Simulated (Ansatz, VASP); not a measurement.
# ZnO in two plane-wave programs, part 2 of 2

Aim: how closely do two programs agree when they are given the same cell, functional and k mesh? The structure shown is the end of the Ansatz relaxation below.

VASP 6.6.1 and Ansatz 0.2.0.

So far. Step 3 (VASP: single point, PBEsol, pair 1): The run ends at a pressure of -0.82 GPa, with forces up to 0.0036 eV/Å.

### Step 6. VASP: single point, PBEsol, pair 2

Level of this step: PBEsol; plane waves and PAW (Zn, O) (VASP).

The same cell, functional, mesh and smearing now go to VASP, with its own data sets.

INCAR reads:

```
SYSTEM = ZnO
PREC = Accurate
ENCUT = 600
EDIFF = 1E-06
NELM = 120
ISMEAR = -1
SIGMA = 0.02
LREAL = .FALSE.
ALGO = Normal
GGA = PS
NBANDS = 24
LORBIT = 11
LWAVE = .FALSE.
LCHARG = .FALSE.
ISIF = 2
LASPH = .TRUE.
GGA_COMPAT = .FALSE.
EFERMI = MIDGAP
KPAR = 2
```

POSCAR reads:

```
ZnO
1.0
    3.2954333400      0.0000000000      0.0000000000
   -1.6477166700      2.8539289889      0.0000000000
    0.0000000000      0.0000000000      5.1046534484
Zn O
2 2
Direct
    0.3333333334      0.6666666668      0.0050012674
    0.6666666668      0.3333333334      0.5050012674
    0.6666666668      0.3333333334      0.1151402326
    0.3333333334      0.6666666668      0.6151402326
```

KPOINTS reads:

```
Automatic mesh
0
Gamma
10 10 5
0 0 0
```

PAW data sets: Zn and O (PBE family, release 64).

The run is started by

```console
> mpirun -np 2 vasp_std
```

Numbers of over 12 decimals in the logs are rounded to 6 here.

The program printed:

```text
[banner, memory and clock lines left out]
running    2 mpi-ranks, on    1 nodes
[...]
[... a notice as in an earlier step ...]

 LDA part: xc-table for (Slater+PW92), standard interpolation
 POSCAR, INCAR and KPOINTS ok, starting setup
[...]
entering main loop
       N       E                     dE             d eps       ncg     rms          rms(c)
DAV:   1     0.299125067958E+03    0.29913E+03   -0.20223E+04  2024   0.238E+03
DAV:   2     0.758245334916E+01   -0.29154E+03   -0.27600E+03  2240   0.452E+02
DAV:   3    -0.216888277923E+02   -0.29271E+02   -0.29042E+02  2216   0.147E+02
DAV:   4    -0.221888223123E+02   -0.49999E+00   -0.49954E+00  2464   0.202E+01
[...]
DAV:  12    -0.193951498701E+02   -0.29570E-04   -0.49068E-05  2544   0.115E-01    0.240E-02
DAV:  13    -0.193951459332E+02    0.39369E-05   -0.14768E-05  2768   0.842E-02    0.886E-03
DAV:  14    -0.193951455318E+02    0.40138E-06   -0.59740E-06  2256   0.305E-02
   1 F= -.19395146E+02 E0= -.19395146E+02  d E =-.978941E-10
```

Parts of OUTCAR (step 6):

```text
  Total       -1.0454439     -1.0454439      0.1949974      0.0000000      0.0000000      0.0000000
  in kB      -34.8890672    -34.8890672      6.5075477      0.0000000      0.0000000      0.0000000
  external PRESSURE =     -21.0901956 kB  Pullay stress =       0.0000000 kB

 POSITION                                       TOTAL-FORCE (eV/Angst)
 -----------------------------------------------------------------------------------
      0.00000      1.90262      0.02553        -0.000000      0.000000      0.002946
      1.64772      0.95131      2.57786         0.000000     -0.000000      0.002946
      1.64772      0.95131      0.58775         0.000000      0.000000     -0.002946
      0.00000      1.90262      3.14008        -0.000000     -0.000000     -0.002946
 -----------------------------------------------------------------------------------
    total drift:                               -0.000000      0.000000      0.000536

  FREE ENERGIE OF THE ION-ELECTRON SYSTEM (eV)
  ---------------------------------------------------
  free  energy   TOTEN  =       -19.3951455318 eV

  energy  without entropy=      -19.3951455317  energy(sigma->0) =      -19.39514553

[... 1 part as in an earlier step ...]

[... 2 further parts left out ...]
[key lines of the parts left out:]
E-fermi :   1.3016
```

The run ends at a pressure of -2.11 GPa, with forces up to 0.0029 eV/Å.

### Step 7. Comparison

Compared:

| quantity | Ansatz | VASP | difference |
| --- | --- | --- | --- |
| pressure (GPa) | -2.72 | -2.11 | -0.62 |
| gap on the k mesh (eV) | 0.723 | 0.708 | +0.014 |

At this near-relaxed geometry the largest component of a force difference is 6 meV/Å. A gap on the mesh is an upper bound, since the band edges may lie between its points.

### Step 8. Ansatz: relaxation, PBEsol

This run makes the geometry at which the two programs are then compared. The cell compared in this pair holds 46.18 Å³, against 48.01 Å³ for the pair before.

The structure compared here is the end of the Ansatz relaxation.

input.yaml reads:

```yaml
crystal:
  lattice:
    - [3.16620066, 0.0, 0.0]
    - [-1.58310033, 2.742010205, 0.0]
    - [0.0, 0.0, 5.277906876]
  atoms:
    - { symbol: Zn, position: [0.3333333, 0.6666667, 0.9995364] }
    - { symbol: Zn, position: [0.6666667, 0.3333333, 0.4995364] }
    - { symbol: O, position: [0.6666667, 0.3333333, 0.1206051] }
    - { symbol: O, position: [0.3333333, 0.6666667, 0.6206051] }
kpoints:
  mp_grid: { grid: [10, 10, 5] }
scf:
  occupations: { method: fermi_dirac, width: 0.02 }
hamiltonian:
  xc: pbesol
  pseudopotentials: { kind: paw, azcp: { folder: soft_1 }, xc_functional: pbe }
basis:
  ecutwfc: 600
output:
  forces: true
  stress: true
relax:
  f_tol: 0.005
  max_steps: 70
  cell: { stress_tol: 0.02, p_target: 0, fix: [a, b, alpha, beta, gamma] }
```

The run is started by

```console
> ansatz run input.yaml --threads 8 --pin off --max-ram 18432MiB --backend cpu --events-out ev --progress --plain --runs-dir out
```

The program printed:

```text
[...]
Crystal: 4 atoms, lattice volume = 45.821 Å³
Basis set: ecut = 600 eV, 1533 PW (Γ), exchange–correlation on 54×54×90 points (8 copies of the dense FFT grid, shifted against one another)
Bands: 22, of which v1, the nominal top of the filled ones, is band 18 counted from 1 (17 counted from 0)
Symmetry: 12 space group operations
[...]
k-points: 42 of 500 (time reversal used)
[...]
--- Relaxed structure (5 steps of the walk, 4 accepted, 1 SCFs on fresh bases) ---
[...]
cell:  # Å, volume = 46.1754 Å³
    - [3.166201, 0, 0]
    - [-1.583100, 2.742010, 0]
    - [0, 0, 5.318666]
  atoms:
    - { symbol: Zn, position: [0.333333, 0.666667, 0.994376] }
    - { symbol: Zn, position: [0.666667, 0.333333, 0.494376] }
    - { symbol: O, position: [0.666667, 0.333333, 0.125766] }
    - { symbol: O, position: [0.333333, 0.666667, 0.625766] }
[key lines of the parts left out:]
SCF converged after 9 iterations
Free energy (F): -7684.255300 eV
Fermi energy:    7.846644 eV
P = ⅓ Tr σ = 2.9463 GPa (29.463 kbar)
```

### Step 9. VASP: single point, PBEsol, pair 3

The same cell, functional, mesh and smearing now go to VASP, with its own data sets.

INCAR is that of step 6.

POSCAR reads:

```
ZnO
1.0
    3.1662006600      0.0000000000      0.0000000000
   -1.5831003300      2.7420102050      0.0000000000
    0.0000000000      0.0000000000      5.3186663095
Zn O
2 2
Direct
    0.3333333334      0.6666666668      0.9943756232
    0.6666666668      0.3333333334      0.4943756232
    0.6666666668      0.3333333334      0.1257658768
    0.3333333334      0.6666666668      0.6257658768
```

KPOINTS is that of step 6.

The run is started by

```console
> mpirun -np 2 vasp_std
```

The program printed:

```text
[... set-up lines as in an earlier step ...]
 entering main loop
       N       E                     dE             d eps       ncg     rms          rms(c)
DAV:   1     0.300830036414E+03    0.30083E+03   -0.20334E+04  2040   0.242E+03
DAV:   2     0.794656579283E+01   -0.29288E+03   -0.27850E+03  2152   0.456E+02
DAV:   3    -0.217065525782E+02   -0.29653E+02   -0.29397E+02  2408   0.148E+02
DAV:   4    -0.221919609600E+02   -0.48541E+00   -0.48521E+00  2288   0.199E+01
[...]
DAV:  12    -0.193826291279E+02   -0.26958E-04   -0.11789E-04  2712   0.244E-01    0.148E-02
DAV:  13    -0.193826294719E+02   -0.34399E-06   -0.13826E-05  2400   0.103E-01    0.751E-03
DAV:  14    -0.193826296982E+02   -0.22629E-06   -0.39128E-06  2168   0.243E-02
   1 F= -.19382630E+02 E0= -.19382630E+02  d E =-.306873E-09
```

OUTCAR, selected parts (step 9):

```text
  Total        1.4695210      1.4695210      0.1984508      0.0000000      0.0000000      0.0000000
  in kB       50.9889569     50.9889569      6.8857804      0.0000000      0.0000000      0.0000000
  external PRESSURE =      36.2878981 kB  Pullay stress =       0.0000000 kB

 POSITION                                       TOTAL-FORCE (eV/Angst)
 -----------------------------------------------------------------------------------
      0.00000      1.82801      5.28875        -0.000000      0.000000     -0.007852
      1.58310      0.91400      2.62942         0.000000     -0.000000     -0.007852
      1.58310      0.91400      0.66891        -0.000000      0.000000      0.007852
      0.00000      1.82801      3.32824         0.000000      0.000000      0.007852
 -----------------------------------------------------------------------------------
    total drift:                               -0.000000      0.000000      0.000696

  FREE ENERGIE OF THE ION-ELECTRON SYSTEM (eV)
  ---------------------------------------------------
  free  energy   TOTEN  =       -19.3826296982 eV

  energy  without entropy=      -19.3826296979  energy(sigma->0) =      -19.38262970

[... 1 part as in an earlier step ...]

[... 2 further parts left out ...]
[key lines of the parts left out:]
E-fermi :   1.6882
```

The run ends at a pressure of 3.63 GPa, with forces up to 0.0079 eV/Å.

### Step 10. Comparison

The two programs side by side:

| quantity | Ansatz | VASP | difference |
| --- | --- | --- | --- |
| pressure (GPa) | 2.95 | 3.63 | -0.68 |
| gap on the k mesh (eV) | 0.671 | 0.658 | +0.013 |

At this near-relaxed geometry the largest component of a force difference is 8 meV/Å. A gap on the mesh is an upper bound, since the band edges may lie between its points.

### Step 11. What came out

* difference in gap on the k mesh (single point, PBEsol, pair 1): 0.014 eV
* difference in pressure (single point, PBEsol, pair 1): -0.61 GPa
* difference in gap on the k mesh (single point, PBEsol, pair 2): 0.014 eV
* difference in pressure (single point, PBEsol, pair 2): -0.62 GPa
* difference in gap on the k mesh (single point, PBEsol, pair 3): 0.013 eV
* difference in pressure (single point, PBEsol, pair 3): -0.68 GPa

What this shows: The difference in pressure is -0.68 GPa (single point, PBEsol, pair 3), within the 1 GPa picked in this series as the mark of a large difference. 3 further runs of this series are not shown here. Such differences can come from data sets, numerical settings and the points named under the comparisons, not from the functional's error against experiment.

[Lines on the potential files, build, host, timing and source positions are cut from VASP's logs without a mark.]

[Logs are printed without paths, hosts, clocks, repeated set-up lines and the standing remarks that a program may print on its own settings, such as how far it seeks lower states.]

[Hosts, paths, dates, database ids (printed as entryN), source tags and the programs' standing remarks are cut or masked in the printed files.]
